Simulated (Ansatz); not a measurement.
# Ga2O3: the cost of one run

Computed with Ansatz 0.2.0 (DFT PBE, scalar-relativistic, plane waves, PAW, unless a step's input says otherwise).

3 further runs of the same task are left out: 3 set aside as unsound or not needed. Runs told in other sessions of the task aren't counted.

### 1 The structure to begin with

Symmetry: C2/m, No. 12, monoclinic system. The conventional cell has a = 12.280 Å, b = 3.048 Å, c = 5.817 Å, α = 90.00°, β = 103.76°, γ = 90.00°. Ga (site symmetry m) has 6 O at 1.94 to 2.08 Å in its first shell of neighbours. Ga (site symmetry m) is surrounded by 4 O at 1.84 to 1.87 Å. O (site symmetry m) has 3 Ga at 1.84 to 1.94 Å in its first shell of neighbours. Around O (site symmetry m) lie 4 Ga at 1.87 to 2.08 Å. O (site symmetry m) has 3 Ga at 1.84 to 1.95 Å in its first shell of neighbours.

Structure file:

```cif
data_structure
_symmetry_space_group_name_H-M 'P 1'
_symmetry_Int_Tables_number 1
_cell_length_a 6.3265
_cell_length_b 6.3265
_cell_length_c 5.8174
_cell_angle_alpha 103.352
_cell_angle_beta 103.352
_cell_angle_gamma 27.874
_cell_volume 105.73
loop_
_atom_site_label
_atom_site_type_symbol
_atom_site_fract_x
_atom_site_fract_y
_atom_site_fract_z
_atom_site_occupancy
Ga1 Ga 0.34116 0.34116 0.68527 1
Ga2 Ga 0.65884 0.65884 0.31473 1
Ga3 Ga 0.90953 0.90953 0.20521 1
Ga4 Ga 0.09047 0.09047 0.79479 1
O1 O 0.50353 0.50353 0.74334 1
O2 O 0.49647 0.49647 0.25666 1
O3 O 0.82663 0.82663 0.43677 1
O4 O 0.17337 0.17337 0.56323 1
O5 O 0.16450 0.16450 0.10915 1
O6 O 0.83550 0.83550 0.89085 1
```

### 2 The first run (PBE, 6×6×4 mesh)

input.yaml

```yaml
crystal:
  lattice:
    - [6.1402367086, -1.5237836756, 0.0]
    - [6.1402367086, 1.5237836756, 0.0]
    - [-1.3841308865, 0.0, 5.6503488592]
  atoms:
    - { symbol: Ga, position: [0.3411617, 0.3411617, 0.68526966] }
    - { symbol: Ga, position: [0.6588383, 0.6588383, 0.31473034] }
    - { symbol: Ga, position: [0.9095256, 0.9095256, 0.205214] }
    - { symbol: Ga, position: [0.0904744, 0.0904744, 0.794786] }
    - { symbol: O, position: [0.50353087, 0.50353087, 0.74333591] }
    - { symbol: O, position: [0.49646913, 0.49646913, 0.25666409] }
    - { symbol: O, position: [0.82662894, 0.82662894, 0.43676984] }
    - { symbol: O, position: [0.17337106, 0.17337106, 0.56323016] }
    - { symbol: O, position: [0.16450498, 0.16450498, 0.10915408] }
    - { symbol: O, position: [0.83549502, 0.83549502, 0.89084592] }
basis:
  ecutwfc: 420
kpoints:
  mp_grid: { grid: [6, 6, 4] }
hamiltonian:
  xc: pbe
scf:
  occupations: { method: gaussian, width: 0.1 }
output:
  forces: true
  stress: true
  eigenvalues: true
```

Started as:

```sh
$ ansatz run input.yaml --threads 8 --pin off --max-ram 16384MiB --backend cpu --events-out ev --progress --plain --runs-dir out
```

**Question.** How long does this run take on 8 threads of Arm Neoverse V1, shared host, and how much memory does it need?

About 2.7 s, with a peak of 0.67 GiB.
